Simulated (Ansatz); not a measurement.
The system is Rh.

```
CELL_PARAMETERS angstrom
2.73098 0.00000 0.00000
-1.36549 2.36510 0.00000
0.00000 0.00000 4.42849
ATOMIC_POSITIONS crystal
Rh 0.33333 0.66667 0.25000
Rh 0.66667 0.33333 0.75000
```

This isn't the form of Rh at room conditions, which is fcc.

Base run:

```yaml
Program: Ansatz 0.2.0
Functional: PBE
Potentials_or_basis: all-electron LAPW, scalar-relativistic
Cutoff: 270 eV (chosen from the basis error)
Basis_error_allowed: 0.001 eV/atom
k_mesh: 11 × 11 × 6
Occupations: fermi-dirac, width 0.05 eV
Spin: no spin polarisation
```

Its results: pressure -3.5 GPa.

Question: The run is repeated on the same cell with these changes: functional from PBE to PBEsol. What comes out?

Answer: Pressure -13.7 GPa.

PBEsol binds more tightly than PBE, so the same cell stands under less pressure.
